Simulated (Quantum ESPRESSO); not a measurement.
The system is CoO.

```xyz
2
Lattice="1.5055 0.8692 2.4399 -1.5055 0.8692 2.4399 0.0000 -1.7384 2.4399" Properties=species:S:1:pos:R:3 pbc="T T T"
Co    0.0000    0.0000    0.0000
O     0.0000    0.0000    3.6599
```

The cell is a database's computed one.

Program: Quantum ESPRESSO 7.5. Alike in all runs: task single point; potentials or basis GBRV 1.5 PBEsol; spin collinear, ferromagnetic start; cell as given; k mesh 11 × 11 × 11; cutoff (eV) 762; smearing fermi-dirac 0.05 eV.

Q: Order these runs on this cell by their pressure, lowest first.
A. level PBEsol
B. level PBEsol+U; U Co d U = 2 eV
C. level PBEsol+U; U Co d U = 4 eV
D. level PBEsol+U; U Co d U = 6 eV

A: A (-8.8 GPa), B (-6.7 GPa), C (-4.7 GPa), D (-2.4 GPa).

Caveats: a cell with one magnetic atom can't hold antiferromagnetic order, which such compounds often take.
